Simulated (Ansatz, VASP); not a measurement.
# TePb: VASP beside Ansatz

Wanted: the spread between two codes on one cell, functional and k mesh. The cell is the relaxed one of a volume series.

Main program and level: Ansatz 0.2.0; plane waves, with VASP 6.6.1 beside it; single point at PBEsol.

## (1) The structure

Symmetry: Fm-3m, No. 225, cubic system. The conventional cell has a = 6.442 Å, b = 6.442 Å, c = 6.442 Å, α = 90.00°, β = 90.00°, γ = 90.00°. Te has 6 Pb at 3.22 Å nearest. Nearest to Pb lie 6 Te at 3.22 Å. Farther neighbours and most contacts between anions are not listed.

## (2) Ansatz: single point, PBEsol

Ansatz runs on its default PAW (the set named soft_2) files.

With cell and atoms fixed, the geometry can't cause a difference; cores, projectors, grids and the points listed under the comparison can.

input.yaml

```yaml
crystal:
  lattice:
    - [0.0, 3.22076186, 3.22076186]
    - [3.22076186, 0.0, 3.22076186]
    - [3.22076186, 3.22076186, 0.0]
  atoms:
    - { symbol: Te, position: [0.5, 0.5, 0.5] }
    - { symbol: Pb, position: [0.0, 0.0, 0.0] }
hamiltonian:
  xc: pbesol
  pseudopotentials: { kind: paw }
kpoints:
  mp_grid: { grid: [9, 9, 9] }
scf:
  occupations: { method: gaussian, width: 0.05 }
  n_extra_bands: 4
output:
  forces: true
  stress: true
  eigenvalues: true
  write_density: true
  write_potential: true
  elf: true
  volumetric_format: npy
```

Command:

```console
$ ansatz run input.yaml --threads 2 --pin off --max-ram 4608MiB --backend cpu --events-out ev --progress --plain --runs-dir out
```

Numbers of over 12 decimals in the logs are rounded to 6 here.

What it wrote:

```text
scf.n_extra_bands = 4 over 15 filled bands (N_el = 30.0): the run solves 19 bands
Engine: ansatz 0.2.0, aarch64-unknown-linux-gnu
Pseudopotentials: kind: paw
Pseudopotential: Te, paw, valence charge 16, recommended cutoff 420 eV (normal), Te.paw.azcp
Pseudopotential: Pb, paw, valence charge 14, recommended cutoff 420 eV (normal), Pb.paw.azcp
Functional definition: PBEsol
  exchange = pbesol_x
  correlation = pbesol_c
Crystal: 2 atoms, lattice volume = 66.820 Å³
Basis set: ecut = 420 eV, 1291 PW (Γ), exchange–correlation on 64×64×64 points (8 copies of the dense FFT grid, shifted against one another)
Bands: 19, of which v1, the nominal top of the filled ones, is band 15 counted from 1 (14 counted from 0)
Symmetry: 48 space group operations
Space group: Fm-3m (ITA 225), of the structure as read, at distance tolerance 4.1e-5 Å
k-points: 35 of 729
Non-local potential: Te, projectors of the file, l = 0: 2, l = 1: 2, l = 2: 2, l = 3: 2
Non-local potential: Pb, projectors of the file, l = 0: 2, l = 1: 2, l = 2: 2, l = 3: 2
PAW form: soft (Blöchl's): semilocal exchange-correlation on the pseudo side does not see the compensation charge
PAW frozen core: Te, regenerated for the run's functional, and the local potential with it (the file was generated under x = pbe(κ = 0.804, μ = 0.219515), c = pbe(β = 0.066725))
PAW frozen core: Pb, regenerated for the run's functional, and the local potential with it (the file was generated under x = pbe(κ = 0.804, μ = 0.219515), c = pbe(β = 0.066725))
PAW one-centre angular grid: Te, 590 points (default); XC on 64 Gauss nodes
PAW one-centre angular grid: Pb, 590 points (default); XC on 64 Gauss nodes
Initial density: superposition of atomic densities (neutral atoms: chi_scale 0, normalization atom), corrected by the library's trained network
Initial wavefunctions: pseudopotential atomic-orbital guess
Functional: x = pbesol(κ = 0.804, μ = 0.123457), c = pbesol(β = 0.046)
SCF iter   1: F=—  HF=-18657.194068 eV  |F-HF|=—  |Δ(HF+E_count)|=         —  Δρ=2.13e-3  dr2=5.04e-3  ethr=1.77e-3  ⟨swp⟩=6.6  Hψ=3488  notcnv=0
preconditioner: auto → none  [insulator: Δε(μ)=0.820 eV  Ē_g=14.669 eV  σ=0.050 eV  W_gap=1.00  n_scr=14 (ndim 8)  ℏωp=20.3 eV  f_vac=0.013  D(μ)=0.00/eV (n_scr^D=0)  ε∞_Penn≈2.9]
SCF iter   2: F=—  HF=-18657.190392 eV  |F-HF|=—  |Δ(HF+E_count)|=   3.68e-3  Δρ=8.67e-4  dr2=5.27e-4  ethr=1.68e-5  ⟨swp⟩=2.2  Hψ=1422  notcnv=0
SCF iter   3: F=—  HF=-18657.190301 eV  |F-HF|=—  |Δ(HF+E_count)|=   9.10e-5  Δρ=3.04e-4  dr2=5.25e-5  ethr=1.76e-6  ⟨swp⟩=2.0  Hψ=1010  notcnv=0
SCF iter   4: F=—  HF=-18657.190315 eV  |F-HF|=—  |Δ(HF+E_count)|=   1.46e-5  Δρ=1.47e-4  dr2=1.19e-5  ethr=1.75e-7  ⟨swp⟩=1.0  Hψ=667  notcnv=0
SCF iter   5: F=—  HF=-18657.190319 eV  |F-HF|=—  |Δ(HF+E_count)|=   4.20e-6  Δρ=2.83e-5  dr2=4.43e-7  ethr=3.97e-8  ⟨swp⟩=2.0  Hψ=779  notcnv=0
SCF iter   6: F=-18657.190320 eV  HF=-18657.190320 eV  |F-HF|=1.22e-9  |Δ(HF+E_count)|=   1.48e-7  Δρ=2.74e-6  dr2=3.74e-9  ethr=3.33e-10  ⟨swp⟩=10.3  Hψ=5053  notcnv=0
SCF 1 converged in 6 iterations: F = -18657.190320 eV  dr2 = 3.74e-9
  greatest PAW one-centre occupation: 0.998 electrons in one spin orbital (limit 2), on the Te atom at site 0 (counted from 0), in its partial waves of l = 2
SCF converged after 6 iterations
Free energy (F): -18657.190320 eV
Harris-Foulkes:  -18657.190320 eV  (|F-HF|=1.22e-9)
Internal energy: -18657.190320 eV  (E = F + TS)
E sigma→0 (E₀):  -18657.190320 eV
Fermi energy:    9.032496 eV
--- Per-component energies (eV) ---
  E_band       = -316.547395
  E_kinetic    = 468.875730
  E_local      = -2374.826237  (includes V_loc(G=0)·N_el)
  E_nonlocal   = 44.297610
  E_hartree    = 1247.952729
  E_xc         = -342.875220
  E_vxc        = -237.429694  (∫ρ·V_xc dr)
  E_paw        = -14839.063694  (= ΣΔE_a)
  E_vpaw       = -713.371151  (= ΣTr[D̂ρ^β])
  E_aug_tail   = -0.000161  (compensation charges beyond the density's cutoff)
  E_ewald      = -2861.988008
  E_core_change = 0.436932  (= ΣΔE_core)
  E_smearing   = -0.000000  (= −TS)
  E_closure    = 0.000000  (closes the sum)
  Σ components = -18657.190320   (vs F -18657.190320, Δ=0.00e0)
--- Forces (eV/Å), atoms counted from 1 ---
  atom   1  Te     0.00000000    -0.00000000     0.00000000
  atom   2  Pb    -0.00000000    -0.00000000    -0.00000000
  max |Σ_I F_I| component: 1.74e-29 eV/Å
--- Stress (GPa, compression-positive) ---
        0.018974      -0.000000       0.000000
       -0.000000       0.018974       0.000000
        0.000000       0.000000       0.018974
  P = ⅓ Tr σ = 0.0190 GPa (0.190 kbar)
--- Band table (eV; the first three rows and the last of 35) ---
  k-point 0: bands = [... 11 lower, 3.0978, 7.3130, 7.3130, 7.3130, 12.7543, 12.7543, 12.7543, 14.4450]
  k-point 1: bands = [... 11 lower, 2.7366, 7.3445, 7.3445, 7.5171, 12.0879, 12.2578, 12.2578, 14.2600]
  k-point 2: bands = [... 11 lower, 1.8910, 7.4431, 7.4431, 7.9188, 11.0075, 11.3368, 11.3368, 14.4112]
  k-point 34: bands = [... 11 lower, 0.6521, 4.8841, 5.0026, 8.1879, 10.4216, 13.5535, 13.9795, 15.1737]
```

Elapsed: 3.4 s, on 2 threads of Arm Neoverse N1, shared host; peak memory 0.35 GiB; 6 s of CPU time.

Reading the cycles: dr2 is the Hartree energy of the density residual (eV), the measure of convergence; HF is the Harris–Foulkes estimate of the energy, which meets the free energy F at convergence.

The run ends at a pressure of 0.02 GPa.

## (3) VASP: single point, PBEsol

The same cell, functional, mesh and smearing now go to VASP, with its own data sets and cutoff.

Lines of VASP's logs that name or quote its potential files are left out, and so is its time.

The input asks for a relaxation, which ended at its first step since no free force or stress exceeded the threshold; so it serves as a single point.

INCAR

```
SYSTEM = TePb
PREC = Accurate
ENCUT = 400
EDIFF = 1E-08
NELM = 100
ISMEAR = 0
SIGMA = 0.05
LREAL = .FALSE.
ALGO = Normal
GGA = PS
NBANDS = 16
LORBIT = 11
LWAVE = .FALSE.
LCHARG = .FALSE.
KPAR = 12
IBRION = 2
NSW = 30
ISIF = 4
EDIFFG = -0.002
```

POSCAR

```
TePb
1.0
    0.0000000000      3.2207618588      3.2207618588
    3.2207618588      0.0000000000      3.2207618588
    3.2207618588      3.2207618588      0.0000000000
Te Pb
1 1
Direct
    0.5000000000      0.5000000000      0.5000000000
    0.0000000000      0.0000000000      0.0000000000
```

KPOINTS

```
Automatic mesh
0
Gamma
9 9 9
0 0 0
```

Potentials, in the order of the species: Te and Pb_d (PBE family, release 64).

Command:

```console
$ mpirun -np 12 vasp_std
```

What it wrote:

```text
[banner, memory and clock lines left out]
running   12 mpi-ranks, on    1 nodes
 distrk:  each k-point on    1 cores,   12 groups
 distr:  one band on    1 cores,    1 groups

 POSCAR found type information on POSCAR TePb
 POSCAR found :  2 types and       2 ions
|                                                                             |
|           W    W    AA    RRRRR   N    N  II  N    N   GGGG   !!!           |
|           W    W   A  A   R    R  NN   N  II  NN   N  G    G  !!!           |
|           W    W  A    A  R    R  N N  N  II  N N  N  G       !!!           |
|           W WW W  AAAAAA  RRRRR   N  N N  II  N  N N  G  GGG   !            |
|           WW  WW  A    A  R   R   N   NN  II  N   NN  G    G                |
|           W    W  A    A  R    R  N    N  II  N    N   GGGG   !!!           |
|                                                                             |
|     For optimal performance we recommend to set                             |
|       NCORE = 2 up to number-of-cores-per-socket                            |
|     NCORE specifies how many cores store one orbital (NPAR=cpu/NCORE).      |
|     This setting can greatly improve the performance of VASP for DFT.       |
|     The default, NCORE=1 might be grossly inefficient on modern             |
|     multi-core architectures or massively parallel machines. Do your        |
|     Unfortunately you need to use the default for GW and RPA                |
|     calculations (for HF NCORE is supported but not extensively tested      |
|     yet).                                                                   |
|                                                                             |

|                                                                             |
|               ----> ADVICE to this user running VASP <----                  |
|                                                                             |
|     You enforced a specific xc type in the INCAR file but a different       |
|     [... a line on the potential file left out ...]
|     I HOPE YOU KNOW WHAT YOU ARE DOING!                                     |
|                                                                             |

 LDA part: xc-table for (Slater+PW92), standard interpolation
 POSCAR, INCAR and KPOINTS ok, starting setup
 FFT: planning ... GRIDC
 FFT: planning ... GRID_SOFT
 FFT: planning ... GRID
 WAVECAR not read
 entering main loop
       N       E                     dE             d eps       ncg     rms          rms(c)
DAV:   1     0.138129892222E+03    0.13813E+03   -0.79292E+03  1120   0.100E+03
DAV:   2     0.403408298928E+00   -0.13773E+03   -0.13411E+03  1232   0.282E+02
DAV:   3    -0.816325964539E+01   -0.85667E+01   -0.85463E+01  1432   0.772E+01
DAV:   4    -0.836943914470E+01   -0.20618E+00   -0.20615E+00  1456   0.145E+01
DAV:   5    -0.837608702326E+01   -0.66479E-02   -0.66477E-02  1520   0.209E+00    0.343E+00
DAV:   6    -0.826509312130E+01    0.11099E+00   -0.25266E-01  1680   0.394E+00    0.213E+00
DAV:   7    -0.825931420837E+01    0.57789E-02   -0.71728E-02  1456   0.147E+00    0.873E-01
DAV:   8    -0.825959649905E+01   -0.28229E-03   -0.79397E-03  1456   0.923E-01    0.119E-01
DAV:   9    -0.825955504468E+01    0.41454E-04   -0.93867E-04  1688   0.310E-01    0.359E-02
DAV:  10    -0.825955345257E+01    0.15921E-05   -0.92642E-05  1456   0.856E-02    0.208E-02
DAV:  11    -0.825955568336E+01   -0.22308E-05   -0.15700E-05  1480   0.275E-02    0.115E-02
DAV:  12    -0.825955566534E+01    0.18020E-07   -0.74008E-07  1400   0.788E-03    0.694E-03
DAV:  13    -0.825955550639E+01    0.15895E-06   -0.11641E-07  1472   0.271E-03    0.255E-03
DAV:  14    -0.825955553651E+01   -0.30127E-07   -0.83808E-08  1440   0.286E-03    0.859E-04
DAV:  15    -0.825955553695E+01   -0.43838E-09   -0.73889E-09   872   0.771E-04
   1 F= -.82595555E+01 E0= -.82595555E+01  d E =-.825956E+01
 curvature:   0.00 expect dE= 0.000E+00 dE for cont linesearch  0.000E+00
 trial: gam= 0.00000 g(F)=  0.375E-62 g(S)=  0.319E-33 ort = 0.000E+00 (trialstep = 0.100E+01)
 search vector abs. value=  0.100E-09
 reached required accuracy - stopping structural energy minimisation
```

Parts of OUTCAR (step 3):

```text
ion  position               nearest neighbor table
   1  0.500  0.500  0.500-   2 3.22   2 3.22   2 3.22   2 3.22   2 3.22   2 3.22
   2  0.000  0.000  0.000-   1 3.22   1 3.22   1 3.22   1 3.22   1 3.22   1 3.22

  LATTYP: Found a face centered cubic cell.
 ALAT       =     6.4415237176

 Subroutine GETGRP returns: Found 48 space group operations
 (whereof 48 operations were pure point group operations)

The static configuration has the point symmetry O_h .

 Found     35 irreducible k-points:

   k-points           NKPTS =     35   k-points in BZ     NKDIM =     35   number of bands    NBANDS=     16

   dimension x,y,z NGX =    30 NGY =   30 NGZ =   30
   dimension x,y,z NGXF=    60 NGYF=   60 NGZF=   60

   ENCUT  =  400.0 eV  29.40 Ry    5.42 a.u.   7.43  7.43  7.43*2*pi/ulx,y,z

   NELECT =      20.0000    total number of electrons

 k-points in reciprocal lattice and weights: Automatic mesh
   0.00000000  0.00000000  0.00000000       0.001
   0.11111111  0.00000000  0.00000000       0.011
   0.22222222  0.00000000  0.00000000       0.011
   0.33333333  0.00000000  0.00000000       0.011
   0.44444444  0.00000000  0.00000000       0.011
   0.11111111  0.11111111  0.00000000       0.008
   0.22222222  0.11111111  0.00000000       0.033
   0.33333333  0.11111111  0.00000000       0.033
   0.44444444  0.11111111  0.00000000       0.033
[...]
-0.33333333  0.44444444  0.11111111       0.033
  -0.33333333  0.44444444  0.22222222       0.033

 average (electrostatic) potential at core
       1 -88.0471       2 -91.3588

 E-fermi :   5.7464

 k-point     1 :       0.0000    0.0000    0.0000
  band No.  band energies     occupation
    ...
      6      -6.5302      2.00000
      7      -0.0068      2.00000
      8       4.2133      2.00000
      9       4.2133      2.00000
     10       4.2133      2.00000
     11       9.6517      0.00000
     12       9.6517      0.00000
     13       9.6517      0.00000
     14      11.3195      0.00000
     15      11.3195      0.00000
    ...

 k-point     2 :       0.1111    0.0000    0.0000
  band No.  band energies     occupation
    ...
      6      -6.4224      2.00000
      7      -0.3684      2.00000
      8       4.2449      2.00000
      9       4.2449      2.00000
     10       4.4170      2.00000
     11       8.9843      0.00000
     12       9.1531      0.00000
     13       9.1531      0.00000
     14      11.1441      0.00000
     15      11.5574      0.00000
    ...

 k-point     3 :       0.2222    0.0000    0.0000
  band No.  band energies     occupation
    ...
      6      -6.1088      2.00000
      7      -1.2155      2.00000
      8       4.3437      2.00000
      9       4.3437      2.00000
     10       4.8176      2.00000
     11       7.9040      0.00000
     12       8.2310      0.00000
     13       8.2310      0.00000
     14      11.3003      0.00000
     15      12.2042      0.00000
    ...

  Total        0.0003728      0.0003728      0.0003728      0.0000000      0.0000000      0.0000000
  in kB        0.0089392      0.0089392      0.0089392      0.0000000      0.0000000      0.0000000
  external PRESSURE =       0.0089392 kB  Pullay stress =       0.0000000 kB

  energy-cutoff  :      400.00
  volume of cell :       66.82
      direct lattice vectors                 reciprocal lattice vectors
     0.000000000  3.220761859  3.220761859    -0.155242772  0.155242772  0.155242772
     3.220761859  0.000000000  3.220761859     0.155242772 -0.155242772  0.155242772
     3.220761859  3.220761859  0.000000000     0.155242772  0.155242772 -0.155242772

 POSITION                                       TOTAL-FORCE (eV/Angst)
 -----------------------------------------------------------------------------------
      3.22076      3.22076      3.22076         0.000000      0.000000     -0.000000
      0.00000      0.00000      0.00000         0.000000      0.000000      0.000000
 -----------------------------------------------------------------------------------
    total drift:                               -0.000000      0.000000      0.000000

  FREE ENERGIE OF THE ION-ELECTRON SYSTEM (eV)
  ---------------------------------------------------
  free  energy   TOTEN  =        -8.2595555370 eV

  energy  without entropy=       -8.2595555370  energy(sigma->0) =       -8.25955554

 reached required accuracy - stopping structural energy minimisation

 total charge
# of ion       s       p       d       tot
------------------------------------------
    1        1.376   1.989   0.019   3.385
    2        1.448   0.589   9.831  11.868
--------------------------------------------------
tot          2.824   2.578   9.850  15.252

[... 3 further parts left out ...]
```

## (4) Differences

Known differences besides the potentials themselves: the data sets hold 30 valence electrons in Ansatz (default PAW (the set named soft_2) files) and 20 in VASP; the cutoff is 420 eV in Ansatz and 400 eV in VASP; Ansatz makes its cores anew for this functional, VASP keeps those of its PBE data sets; VASP leaves aspherical gradient terms in its spheres out (LASPH is not set), Ansatz keeps them. Total energies have different zeros and are not compared.

Compared:

| quantity | Ansatz | VASP | difference |
| --- | --- | --- | --- |
| pressure (GPa) | 0.02 | 0.00 | +0.02 |
| gap on the k mesh (eV) | 0.835 | 0.838 | -0.002 |

A gap on the mesh is an upper bound, since the band edges may lie between its points; neither run holds spin-orbit coupling, which can move the band edges of a compound of Pb. Ansatz's pressure holds a Pulay correction of 0.02 GPa; VASP's holds none.

## (5) What the set-up changes

Further runs change the set-up of one program: Ansatz's method, potentials or start, or VASP's data sets, cutoff or form of LDA. The table gives Ansatz less VASP for each quantity, since a change that brings one quantity closer may part another.

```
                              run  pressure (GPa)  gap on the k mesh (eV)
                         as above           0.018                 -0.0025
Ansatz's all-electron LAPW method           0.028                 -0.0040
```

## (6) Ansatz: single point, PBEsol, volume scaled by 0.98

A single point gives forces, pressure and levels at one fixed geometry, so differences don't come from the geometry; what else differs is listed under the comparison. The cell compared in this pair holds 65.48 Å³, against 66.82 Å³ for the pair before.

The cell is a member of a volume series, scaled by 0.98 from a relaxed one, so a pressure remains.

Edit input.yaml of step 2 so:

```diff
@@ -2,5 +2,5 @@
   lattice:
-    - [0.0, 3.22076186, 3.22076186]
-    - [3.22076186, 0.0, 3.22076186]
-    - [3.22076186, 3.22076186, 0.0]
+    - [0.0, 3.19914536, 3.19914536]
+    - [3.19914536, 0.0, 3.19914536]
+    - [3.19914536, 3.19914536, 0.0]
   atoms:
```

Command:

```console
$ ansatz run input.yaml --threads 2 --pin off --max-ram 4608MiB --backend cpu --events-out ev --progress --plain --runs-dir out
```

What it wrote:

```text
[...]
Crystal: 2 atoms, lattice volume = 65.484 Å³
Basis set: ecut = 420 eV, 1243 PW (Γ), exchange–correlation on 64×64×64 points (8 copies of the dense FFT grid, shifted against one another)
Bands: 19, of which v1, the nominal top of the filled ones, is band 15 counted from 1 (14 counted from 0)
Symmetry: 48 space group operations
[...]
k-points: 35 of 729
[...]
--- Band table (eV; the first three rows and the last of 35) ---
  k-point 0: bands = [... 11 lower, 3.4788, 7.5628, 7.5628, 7.5628, 13.1043, 13.1043, 13.1043, 14.7276]
  k-point 1: bands = [... 11 lower, 3.0907, 7.5952, 7.5952, 7.7879, 12.4236, 12.5914, 12.5914, 14.5372]
  k-point 2: bands = [... 11 lower, 2.1957, 7.6966, 7.6966, 8.2197, 11.3272, 11.6471, 11.6471, 14.6962]
  k-point 34: bands = [... 11 lower, 0.9018, 5.0713, 5.1898, 8.4811, 10.7313, 13.8602, 14.3458, 15.5603]
[key lines of the parts left out:]
SCF converged after 6 iterations
Free energy (F): -18657.186265 eV
Fermi energy:    9.344841 eV
P = ⅓ Tr σ = 0.9691 GPa (9.691 kbar)
```

The job ended after 3.4 s (2 threads; peak memory 0.35 GiB; 6.1 s of CPU time).

The run ends at a pressure of 0.97 GPa.

(Part 1 of 2 ends here.)

[Lines on the potential files, build, host, timing and source positions are cut from VASP's logs without a mark.]

[Logs are printed without paths, hosts, clocks, repeated set-up lines and the standing remarks that a program may print on its own settings, such as how far it seeks lower states.]

[Hosts, paths, dates, database ids (printed as entryN), source tags and the programs' standing remarks are cut or masked in the printed files.]
